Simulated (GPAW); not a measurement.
# Magnetic state of Fe2 Cr1 Fe2 110 from several starts

A self-consistent run ends on one state, which hangs on the start. Several orders of Fe2 Cr1 Fe2 110 are started in GPAW and their energies compared.

Main program and level: GPAW 26.7.0; PBE; plane waves with GPAW's PAW setups, scalar-relativistic.

## (1) Set-up

The cell holds 5 atoms: 4 Fe and 1 Cr. Cell: a = 2.498 Å, b = 2.498 Å, c = 20.059 Å, α = 90.0°, β = 90.0°, γ = 109.5°. ideal sites on the substrate's mesh, layer spacings from atomic volumes, unrelaxed, 12 A of vacuum. Vacuum lies along c.

## (2) Order 1, typed as ferro ++++

The parallel start comes first: it fits the smallest cell, keeps the most symmetry and shows whether parallel moments form.

The input, order1.py:

```python
import json
import numpy as np
from ase import Atoms
from ase.parallel import paropen, parprint
from gpaw import GPAW

atoms = Atoms(['Fe', 'Fe', 'Cr', 'Fe', 'Fe'],
    cell=[[1.442, -2.039296, 0.0],
         [1.442, 2.039296, 0.0],
         [0.0, 0.0, 20.059402]],
    scaled_positions=[[0.0, 0.0, 0.299112],
         [0.5, 0.5, 0.399132],
         [0.0, 0.0, 0.5],
         [0.5, 0.5, 0.600868],
         [0.0, 0.0, 0.700888]],
    pbc=True,
    magmoms=[2.6, 2.6, 0.0, 2.6, 2.6])
atoms.calc = GPAW(mode={'name': 'pw', 'ecut': 450},
    xc='PBE',
    kpts={'size': (20, 20, 1), 'gamma': True},
    occupations={'name': 'fermi-dirac', 'width': 0.05},
    convergence={'density': 1e-05, 'energy': 1e-05},
    maxiter=200,
    mixer={'name': 'pulay', 'beta': 0.03, 'nmaxold': 8, 'weight': 100},
    symmetry={'tolerance': 1e-4},
    txt='order1.txt')
e = atoms.get_potential_energy(force_consistent=True)
res = {'free_energy': e, 'energy_sigma0': atoms.get_potential_energy(), 'fermi_energy': atoms.calc.get_fermi_level()}
res['moments'] = atoms.get_magnetic_moments().tolist()
res['total'] = atoms.get_magnetic_moment()
parprint('site moments (muB):', np.round(res['moments'], 3))
parprint(f"total moment: {res['total']:.3f} muB")
parprint(f'free energy: {e:.6f} eV')
atoms.calc.write('order1.gpw')
with paropen('results.json', 'w') as f:
    json.dump(res, f)
```

Started as:

```sh
$ OMP_NUM_THREADS=1 mpirun -n 4 gpaw python order1.py > order1.log
```

Numbers of over 12 decimals in the logs are rounded to 6 here.

The program printed:

```text
site moments (muB): [ 2.633  2.227 -0.398  2.227  2.633]
total moment: 9.307 muB
free energy: -43.438140 eV

--- order1.txt ---
Input parameters:
  mode=PW(ecut=450),
  convergence={'density': 1e-05, 'energy': 1e-05},
  kpts=MonkhorstPack(size=(20, 20, 1), gamma=True),
  maxiter=200,
  mixer=Pulay(name='pulay', nmaxold=8, beta=0.03, weight=100, sigma=0.015, g_ss=None),
  occupations=Occupations(name='fermi-dirac', width=0.05),
  symmetry=Symmetry(tolerance=0.0001),
  xc=XC(name='PBE')

Diagonalizing LCAO Hamiltonian
Converting LCAO to pw mode

       Fe

          Fe

       Cr

          Fe

       Fe

Atoms  # Å, Bohr magnetons
|   | symbol |        x |        y |         z |    initial magnetic moments |
|---|--------|----------|----------|-----------|-----------------------------|
| 0 |     Fe | 0.000000 | 0.000000 |  6.000008 | ( 0.0000,  0.0000,  2.6000) |
| 1 |     Fe | 1.442000 | 0.000000 |  8.006349 | ( 0.0000,  0.0000,  2.6000) |
| 2 |     Cr | 0.000000 | 0.000000 | 10.029701 | ( 0.0000,  0.0000,  0.0000) |
| 3 |     Fe | 1.442000 | 0.000000 | 12.053053 | ( 0.0000,  0.0000,  2.6000) |
| 4 |     Fe | 0.000000 | 0.000000 | 14.059394 | ( 0.0000,  0.0000,  2.6000) |

Unit cell  # Å
| periodic |        x |         y |         z |   lengths |     angles |
|----------|----------|-----------|-----------|-----------|------------|
|      yes | 1.442000 | -2.039296 |  0.000000 |  2.497617 |  90.000000 |
|      yes | 1.442000 |  2.039296 |  0.000000 |  2.497617 |  90.000000 |
|      yes | 0.000000 |  0.000000 | 20.059402 | 20.059402 | 109.471222 |

Number of symmetries: 8

BZ-sampling:
  Number of BZ points: 400
  Number of IBZ points: 111

  Monkhorst-Pack size: [20, 20, 1]
  Monkhorst-Pack shift: [0.025, 0.025, 0.0]

K-points  # in reciprocal-cell coordinates
|     |                                coordinates |     weight |
|-----|--------------------------------------------|------------|
|   0 | ( -0.00000000,  -0.00000000,   0.00000000) | 0.00250000 |
|   1 | (  0.05000000,  -0.05000000,   0.00000000) | 0.00500000 |
|   2 | (  0.05000000,  -0.00000000,   0.00000000) | 0.01000000 |
|   3 | (  0.05000000,   0.05000000,   0.00000000) | 0.00500000 |
|   4 | (  0.10000000,  -0.10000000,   0.00000000) | 0.00500000 |
|   5 | (  0.10000000,  -0.05000000,   0.00000000) | 0.01000000 |
|   6 | (  0.10000000,  -0.00000000,   0.00000000) | 0.01000000 |
|   7 | (  0.10000000,   0.05000000,   0.00000000) | 0.01000000 |
|   8 | (  0.10000000,   0.10000000,   0.00000000) | 0.00500000 |
|   9 | (  0.15000000,  -0.15000000,   0.00000000) | 0.00500000 |
| ... |                                            |            |
| 110 | (  0.50000000,   0.50000000,   0.00000000) | 0.00250000 |

Plane wave coefficients: 2592
Cutoff: 450.000000 eV

Spin-components: 2 (collinear spins)
Bands:           34
Projectors:      30
Spin-degeneracy: 1
Datatype:        complex128

Parallelization:
  kpt:    4
  domain: 1
  band:   1

Density:
  Valence electrons: 38.0
  Components: 2
  Grid points: [ 14  14 100]
  Charge: 0.0  # |e|

Potential:
  Grid points: [ 14  14 100]

species:
  Fe:
    name:    Iron
    Z:       26.0
    valence: 8
    core:    18
    charge:  0.0  # [|e|]
    compensation charges:
      type: gauss
      rc: 0.33  # [Å]
      lmax: 2
    cutoffs:
      filter: 2.06  # [Å]
      core: 2.67  # [Å]
    projectors
    | kind |    occ | energy [eV] | rcut [Å] |
    |------|--------|-------------|----------|
    |   4s |  2.000 |      -5.291 |    1.164 |
    |   4p |  0.000 |      -1.326 |    1.058 |
    |   3d |  6.000 |      -7.505 |    1.058 |
    |    s |        |      21.920 |    1.164 |
    |    p |        |      25.885 |    1.058 |
    |    d |        |      19.706 |    1.058 |

    Using partial waves for Fe as LCAO basis

  Cr:
    name:    Chromium
    Z:       24.0
    valence: 6
    core:    18
    charge:  0.0  # [|e|]
    compensation charges:
      type: gauss
      rc: 0.35  # [Å]
      lmax: 2
    cutoffs:
      filter: 2.14  # [Å]
      core: 3.04  # [Å]
    projectors
    | kind |    occ | energy [eV] | rcut [Å] |
    |------|--------|-------------|----------|
    |   4s |  1.000 |      -4.007 |    1.164 |
    |   4p |  0.000 |      -0.989 |    1.217 |
    |   3d |  5.000 |      -2.913 |    1.111 |
    |    s |        |      23.205 |    1.164 |
    |    p |        |      26.223 |    1.217 |
    |    d |        |      24.299 |    1.111 |

    Using partial waves for Cr as LCAO basis

Reference energy: -167060.195849  # eV

eigensolver:
  PPCG
  Converge bands: occupied
  niter=2

density mixing:
  Pulay-Mixer
  Linear mixing parameters: 0.03
  Old densities: 8
  Fourier metric: weight=100, sigma=0.015

occupation numbers:
  Fermi-Dirac:
    width: 0.0500  # eV

poisson solver:
  ecut: 3600.000000  # eV

xc functional:
  name: PBE with 2 nearest neighbor stencil

convergence criteria:
- Maximum integral of absolute [dens]ity change: 1e-05 electrons / valence electron
- Maximum [total energy] change in last 3 cyles: 1e-05 eV / valence electron
- Maximum integral of absolute [eigenst]ate change: 4e-08 eV^2 / valence electron
maximum number of iterations: 200

SCF iterations
|iter     |      energy | eigst |  dens |  magmom |
|---------|-------------|-------|-------|---------|
|iter:   1|       0s |  -49.979676 | +0.39 |       | +10.4214|
|iter:   2|       8s |  -46.140417 | -1.00 | -0.57 | +10.3539|
|iter:   3|      15s |  -45.042432 | -1.61 | -0.71 | +10.3392|
|iter:   4|      22s |  -44.353222 | -1.98 | -0.82 | +10.2998|
|iter:   5|      29s |  -43.310549 | -1.11 | -0.88 | +10.1327|
|iter:   6|      36s |  -43.208460 | -1.91 | -1.13 | +10.0801|
|iter:   7|      43s |  -43.219037 | -2.87 | -1.20 | +10.0999|
|iter:   8|      50s |  -43.217465 | -2.07 | -1.17 |  +9.9372|
|iter:   9|      57s |  -43.220029 | -3.19 | -1.29 |  +9.9220|
|iter:  10|      64s |  -43.341854 | -2.34 | -1.32 |  +9.8359|
[... 33 iterations left out ...]
|iter:  44|     280s |  -43.417371c| -8.15c| -4.38 |  +9.3077|
|iter:  45|     283s |  -43.417372c| -8.17c| -4.39 |  +9.3076|
|iter:  46|     287s |  -43.417371c| -8.43c| -4.42 |  +9.3075|
|iter:  47|     290s |  -43.417371c| -8.37c| -4.47 |  +9.3075|
|iter:  48|     294s |  -43.417371c| -8.74c| -4.50 |  +9.3075|
|iter:  49|     297s |  -43.417371c| -7.69c| -4.54 |  +9.3074|
|iter:  50|     301s |  -43.417371c| -8.24c| -4.72 |  +9.3073|
|iter:  51|     304s |  -43.417371c| -8.77c| -4.89 |  +9.3073|
|iter:  52|     307s |  -43.417371c| -9.17c| -4.98 |  +9.3072|
|iter:  53|     311s |  -43.417371c| -9.00c| -5.03c|  +9.3072|

Converged in 53 steps
Energy contributions relative to reference atoms: (reference = -167060.195849)

Energy contributions:
  Kinetic:           7.629070
  Coulomb:         -10.047514
  Zero:              0.785536
  External:          0.000000
  Xc:              -41.763694
  Entropy:          -0.041538
  Spinorbit:         0.000000
  ----------------------------
  Free energy:     -43.438140
  Extrapolated:    -43.417371

dipole moment: (-21.181722, -0.000000, -0.000286)  # |e|*Ang

Total magnetic moment: (0.000000, 0.000000, 9.307169)

Local magnetic moments
|        x |        y |         z |
|----------|----------|-----------|
| 0.000000 | 0.000000 |  2.632552 |  # Fe   0
| 0.000000 | 0.000000 |  2.226700 |  # Fe   1
| 0.000000 | 0.000000 | -0.397837 |  # Cr   2
| 0.000000 | 0.000000 |  2.226700 |  # Fe   3
| 0.000000 | 0.000000 |  2.632552 |  # Fe   4

Fermi level: 2.799
Eigenvalues  # (at kpt = [-0.000, -0.000, 0.000])
| band index |      eig [eV] | occ [0-1] |      eig [eV] | occ [0-1] |
|------------|---------------|-----------|---------------|-----------|
|          0 |        -5.154 |     1.000 |        -5.067 |     1.000 |
|        ... |               |           |               |           |
|         13 |         0.858 |     1.000 |         2.410 |     1.000 |
|         14 |         1.057 |     1.000 |         2.533 |     0.995 |
|         15 |         1.354 |     1.000 |         2.851 |     0.259 |
|         16 |         1.443 |     1.000 |         3.017 |     0.012 |
|         17 |         1.486 |     1.000 |         3.354 |     0.000 |
|         18 |         1.504 |     1.000 |         3.582 |     0.000 |
|         19 |         1.514 |     1.000 |         3.734 |     0.000 |
|         20 |         1.581 |     1.000 |         3.778 |     0.000 |
|         21 |         1.597 |     1.000 |         4.004 |     0.000 |
|         22 |         1.601 |     1.000 |         4.128 |     0.000 |
|         23 |         1.730 |     1.000 |         4.256 |     0.000 |
|         24 |         1.947 |     1.000 |         4.295 |     0.000 |
|         25 |         2.189 |     1.000 |         4.362 |     0.000 |
|         26 |         2.563 |     0.991 |         4.379 |     0.000 |
|         27 |         3.215 |     0.000 |         4.654 |     0.000 |
|         28 |         3.804 |     0.000 |         4.656 |     0.000 |
|        ... |               |           |               |           |
|         33 |         9.368 |     0.000 |         9.673 |     0.000 |

No gap
No difference between direct/indirect transitions
```

The job ended after 5.4 min (4 MPI ranks of Arm Neoverse V2, shared host; peak memory 1.1 GiB; 22 min of CPU time).

Spin moment in the augmentation sphere by atom:

```csv
atom,spin moment in the augmentation sphere (μB)
Fe1,2.63
Fe2,2.23
Cr3,-0.40
Fe4,2.23
Fe5,2.63
```

Read from the output:

| Quantity | Value |
| --- | --- |
| magnetization | 9.307 μB |
| final state | ferrimagnetic |

After 53 cycles the largest moment stands at 2.63 μB.

## (3) Run 2 (antiferro ++--)

Another pattern of signs weighs the neighbour shells otherwise.

order2.py is the script of step 2 with these lines changed:

```diff
@@ -16,3 +16,3 @@
     pbc=True,
-    magmoms=[2.6, 2.6, 0.0, 2.6, 2.6])
+    magmoms=[2.6, 2.6, 0.0, -2.6, -2.6])
 atoms.calc = GPAW(mode={'name': 'pw', 'ecut': 450},
@@ -25,3 +25,3 @@
     symmetry={'tolerance': 1e-4},
-    txt='order1.txt')
+    txt='order2.txt')
 e = atoms.get_potential_energy(force_consistent=True)
@@ -33,3 +33,3 @@
 parprint(f'free energy: {e:.6f} eV')
-atoms.calc.write('order1.gpw')
+atoms.calc.write('order2.gpw')
 with paropen('results.json', 'w') as f:
```

Started as:

```sh
$ OMP_NUM_THREADS=1 mpirun -n 4 gpaw python order2.py > order2.log
```

The program printed:

```text
site moments (muB): [ 2.618  2.184 -0.    -2.184 -2.618]
total moment: -0.000 muB
free energy: -43.392710 eV

--- order2.txt ---
Input parameters:
  mode=PW(ecut=450),
  convergence={'density': 1e-05, 'energy': 1e-05},
  kpts=MonkhorstPack(size=(20, 20, 1), gamma=True),
  maxiter=200,
  mixer=Pulay(name='pulay', nmaxold=8, beta=0.03, weight=100, sigma=0.015, g_ss=None),
  occupations=Occupations(name='fermi-dirac', width=0.05),
  symmetry=Symmetry(tolerance=0.0001),
  xc=XC(name='PBE')

Diagonalizing LCAO Hamiltonian
Converting LCAO to pw mode

       Fe

          Fe

       Cr

          Fe

       Fe

Atoms  # Å, Bohr magnetons
|   | symbol |        x |        y |         z |    initial magnetic moments |
|---|--------|----------|----------|-----------|-----------------------------|
| 0 |     Fe | 0.000000 | 0.000000 |  6.000008 | ( 0.0000,  0.0000,  2.6000) |
| 1 |     Fe | 1.442000 | 0.000000 |  8.006349 | ( 0.0000,  0.0000,  2.6000) |
| 2 |     Cr | 0.000000 | 0.000000 | 10.029701 | ( 0.0000,  0.0000,  0.0000) |
| 3 |     Fe | 1.442000 | 0.000000 | 12.053053 | ( 0.0000,  0.0000, -2.6000) |
| 4 |     Fe | 0.000000 | 0.000000 | 14.059394 | ( 0.0000,  0.0000, -2.6000) |

Unit cell  # Å
| periodic |        x |         y |         z |   lengths |     angles |
|----------|----------|-----------|-----------|-----------|------------|
|      yes | 1.442000 | -2.039296 |  0.000000 |  2.497617 |  90.000000 |
|      yes | 1.442000 |  2.039296 |  0.000000 |  2.497617 |  90.000000 |
|      yes | 0.000000 |  0.000000 | 20.059402 | 20.059402 | 109.471222 |

Number of symmetries: 4

BZ-sampling:
  Number of BZ points: 400
  Number of IBZ points: 111

  Monkhorst-Pack size: [20, 20, 1]
  Monkhorst-Pack shift: [0.025, 0.025, 0.0]

Plane wave coefficients: 2592
Cutoff: 450.000000 eV

Spin-components: 2 (collinear spins)
Bands:           27
Projectors:      30
Spin-degeneracy: 1
Datatype:        complex128

Parallelization:
  kpt:    4
  domain: 1
  band:   1

Density:
  Valence electrons: 38.0
  Components: 2
  Grid points: [ 14  14 100]
  Charge: 0.0  # |e|

Potential:
  Grid points: [ 14  14 100]

[... setups left out ...]
Reference energy: -167060.195849  # eV

eigensolver:
  PPCG
  Converge bands: occupied
  niter=2

density mixing:
  Pulay-Mixer
  Linear mixing parameters: 0.03
  Old densities: 8
  Fourier metric: weight=100, sigma=0.015

occupation numbers:
  Fermi-Dirac:
    width: 0.0500  # eV

poisson solver:
  ecut: 3600.000000  # eV

xc functional:
  name: PBE with 2 nearest neighbor stencil

convergence criteria:
- Maximum integral of absolute [dens]ity change: 1e-05 electrons / valence electron
- Maximum [total energy] change in last 3 cyles: 1e-05 eV / valence electron
- Maximum integral of absolute [eigenst]ate change: 4e-08 eV^2 / valence electron
maximum number of iterations: 200

SCF iterations
|iter     |      energy | eigst |  dens |  magmom |
|---------|-------------|-------|-------|---------|
|iter:   1|       0s |  -50.005638 | +0.45 |       |  +0.0000|
|iter:   2|       6s |  -46.093473 | -0.46 | -0.58 |  -0.0000|
|iter:   3|      12s |  -44.980744 | -0.97 | -0.71 |  -0.0000|
|iter:   4|      18s |  -44.283537 | -1.31 | -0.82 |  -0.0000|
|iter:   5|      24s |  -43.261229 | -0.76 | -0.89 |  -0.0000|
|iter:   6|      29s |  -43.168602 | -1.49 | -1.14 |  -0.0000|
|iter:   7|      35s |  -43.175018 | -2.35 | -1.22 |  +0.0000|
|iter:   8|      41s |  -43.175620 | -1.77 | -1.23 |  -0.0000|
|iter:   9|      46s |  -43.214620 | -2.50 | -1.34 |  +0.0000|
|iter:  10|      52s |  -43.318665 | -1.98 | -1.36 |  -0.0001|
[... 35 iterations left out ...]
|iter:  46|     225s |  -43.367639c| -7.82c| -4.32 |  -0.0000|
|iter:  47|     228s |  -43.367639c| -8.09c| -4.33 |  -0.0000|
|iter:  48|     232s |  -43.367639c| -7.53c| -4.35 |  -0.0000|
|iter:  49|     235s |  -43.367639c| -7.81c| -4.57 |  -0.0000|
|iter:  50|     237s |  -43.367639c| -8.03c| -4.72 |  -0.0000|
|iter:  51|     240s |  -43.367639c| -8.21c| -4.78 |  -0.0000|
|iter:  52|     242s |  -43.367639c| -8.08c| -4.84 |  -0.0000|
|iter:  53|     245s |  -43.367639c| -8.33c| -4.92 |  -0.0000|
|iter:  54|     247s |  -43.367640c| -8.46c| -4.98 |  -0.0000|
|iter:  55|     250s |  -43.367640c| -8.76c| -5.00c|  -0.0000|

Converged in 55 steps
Energy contributions relative to reference atoms: (reference = -167060.195849)

Energy contributions:
  Kinetic:           6.555858
  Coulomb:          -9.154281
  Zero:              0.786993
  External:          0.000000
  Xc:              -41.531139
  Entropy:          -0.050141
  Spinorbit:         0.000000
  ----------------------------
  Free energy:     -43.392710
  Extrapolated:    -43.367640

dipole moment: (-21.185723, 0.000000, -0.000285)  # |e|*Ang

Total magnetic moment: (0.000000, 0.000000, -0.000001)

Local magnetic moments
|        x |        y |         z |
|----------|----------|-----------|
| 0.000000 | 0.000000 |  2.618170 |  # Fe   0
| 0.000000 | 0.000000 |  2.183551 |  # Fe   1
| 0.000000 | 0.000000 | -0.000002 |  # Cr   2
| 0.000000 | 0.000000 | -2.183550 |  # Fe   3
| 0.000000 | 0.000000 | -2.618170 |  # Fe   4

Fermi level: 2.790
Eigenvalues  # (at kpt = [-0.000, -0.000, 0.000])
| band index |      eig [eV] | occ [0-1] |      eig [eV] | occ [0-1] |
|------------|---------------|-----------|---------------|-----------|
|          0 |        -5.137 |     1.000 |        -5.137 |     1.000 |
|        ... |               |           |               |           |
|         14 |         1.586 |     1.000 |         1.586 |     1.000 |
|         15 |         1.636 |     1.000 |         1.636 |     1.000 |
|         16 |         1.970 |     1.000 |         1.970 |     1.000 |
|         17 |         2.077 |     1.000 |         2.077 |     1.000 |
|         18 |         2.243 |     1.000 |         2.243 |     1.000 |
|         19 |         2.412 |     0.999 |         2.412 |     0.999 |
|         20 |         2.715 |     0.818 |         2.715 |     0.818 |
|         21 |         2.717 |     0.812 |         2.717 |     0.812 |
|         22 |         3.280 |     0.000 |         3.280 |     0.000 |
|         23 |         3.651 |     0.000 |         3.651 |     0.000 |
|         24 |         3.912 |     0.000 |         3.912 |     0.000 |
|         25 |         3.913 |     0.000 |         3.913 |     0.000 |
|         26 |         4.051 |     0.000 |         4.051 |     0.000 |

No gap
No difference between direct/indirect transitions
```

Elapsed: 4.3 min, on 4 MPI ranks; peak memory 1.1 GiB.

Spin moment in the augmentation sphere by atom:

```csv
atom,spin moment in the augmentation sphere (μB)
Fe1,2.62
Fe2,2.18
Cr3,0.00
Fe4,-2.18
Fe5,-2.62
```

This step gave:

| Quantity | Value |
| --- | --- |
| magnetization | 0 μB |
| final state | antiferromagnetic |

It lies 11.4 meV a seeded atom over the first start, and its largest moment is 2.62 μB against 2.63 μB.

## (4) Ranking

These are free energies at a smearing of 0.05 eV, so its entropy term is in the differences. They are divided by the number of seeded atoms, so that cells of unlike size compare.

Orders:

```csv
start,final state,typed order kept,energy over the lowest (meV a seeded atom),largest site moment (μB),net moment (μB a primitive cell),mesh matched,CPU time (s)
ferro ++++,ferrimagnetic,yes,0,2.633,9.307,yes,1296
antiferro ++--,antiferromagnetic,yes,11.36,2.618,0,yes,1043
```

## (5) Results

- lowest state found: ferrimagnetic (typed ferro ++++)
- largest site moment: 2.63 μB
- next state: antiferromagnetic, 11.4 meV a seeded atom higher

**Reading.** The lowest state found is ferrimagnetic, reached from the start ferro ++++, with moments up to 2.63 μB. The next state costs 11 meV a seeded atom. Only 2 starts are shown; other collinear patterns, canted and longer-period orders are not.

[Logs and program files are shortened in this print: banners, set-up blocks, solver, clock and traceback lines can be left out without a mark of their own.]

[Logs are printed without paths, hosts, clocks, repeated set-up lines and the standing remarks that a program may print on its own settings, such as how far it seeks lower states.]

[Hosts, paths, dates, database ids (printed as entryN), source tags and the programs' standing remarks are cut or masked in the printed files.]

[Where a cell is said to come from a database of computed structures, the database is the Materials Project.]
